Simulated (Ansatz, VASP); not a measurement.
**Nb in VASP and in Ansatz**

INCAR

```
PREC     = Accurate       # precision mode
ENCUT    = 520            # plane-wave cutoff, eV
EDIFF    = 1E-6           # SCF threshold, eV
ISMEAR   = -1             # smearing method
SIGMA    = 0.05           # smearing width, eV
LREAL    = F              # projectors in reciprocal space
LASPH    = T              # aspherical terms in the spheres
NELM     = 60             # most SCF steps
ALGO     = Fast           # electronic algorithm
ISIF     = 2              # what is computed and relaxed
LWAVE    = F              # write WAVECAR
LCHARG   = F              # write CHGCAR
GGA      = PE             # functional
NBANDS   = 12             # bands
```

Contents of KPOINTS:

```
Automatic mesh
0
Gamma
  10 10 10
```

The input POSCAR:

```
Nb
1.0
    2.6828836023      0.0000000000      0.0000000000
    0.0000000000      2.6828836023      0.0000000000
    0.0000000000      0.0000000000      2.6828836023
Nb
1
Direct
    0.5000000000      0.5000000000      0.5000000000
```

Contents of input.yaml:

```yaml
crystal:
  lattice:
    - [2.6828836023, 0.0, 0.0]
    - [0.0, 2.6828836023, 0.0]
    - [0.0, 0.0, 2.6828836023]
  atoms:
    - { symbol: Nb, position: [0.5, 0.5, 0.5] }
hamiltonian:
  xc: pbe
  pseudopotentials: { kind: paw, azcp: { folder: soft_1 } }
kpoints:
  mp_grid: { grid: [10, 10, 10] }
scf:
  occupations: { method: fermi_dirac, width: 0.05 }
output:
  forces: true
  stress: true
  eigenvalues: true
  write_density: true
  write_potential: true
  elf: true
  volumetric_format: npy
```

The cell was built by a generator and needn't be a form met in nature.

Alike in both runs: task single point; functional PBE; k mesh 10 × 10 × 10; occupations fermi-dirac, width 0.05 eV; no spin polarisation.

|  | VASP | Ansatz |
| --- | --- | --- |
| version | VASP 6.6.1 | Ansatz 0.2.0 |
| potentials or method | VASP PAW PBE potentials, release 64 (Nb_sv) | Ansatz PAW soft_1 |
| plane-wave cutoff (eV) | 520 | 420 |
| valence electrons in the cell | 13 | 13 |

```tsv
	VASP	Ansatz	Ansatz less VASP
gap on the k mesh at the Fermi level (eV)	none	none	-
pressure (GPa)	5.9	6.0	+0.10
```

A gap of «none» marks a metal or a gap that the smearing closes.
